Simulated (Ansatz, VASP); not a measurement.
**Two plane-wave programs on Rh**

```xyz
1
Lattice="0.0000 1.9161 1.9161 1.9161 0.0000 1.9161 1.9161 1.9161 0.0000" Properties=species:S:1:pos:R:3 pbc="T T T"
Rh    0.0000    0.0000    0.0000
```

Alike in both runs: task single point; functional PBE; k mesh 14 × 14 × 14; occupations methfessel-paxton of order 1, width 0.6 eV; no spin polarisation.

|  | VASP | Ansatz |
| --- | --- | --- |
| version | VASP 6.6.1 | Ansatz 0.2.0 |
| potentials or method | VASP PAW PBE potentials, release 64 (Rh_pv) | plane waves (420 eV) with PAW, scalar-relativistic |
| plane-wave cutoff (eV) | 520 | 420 |
| valence electrons in the cell | 15 | 17 |

```tsv
	VASP	Ansatz	Ansatz less VASP
pressure (GPa)	-0.2	-0.2	-0.03
```

The two sets of potentials don't hold the same shells in valence.
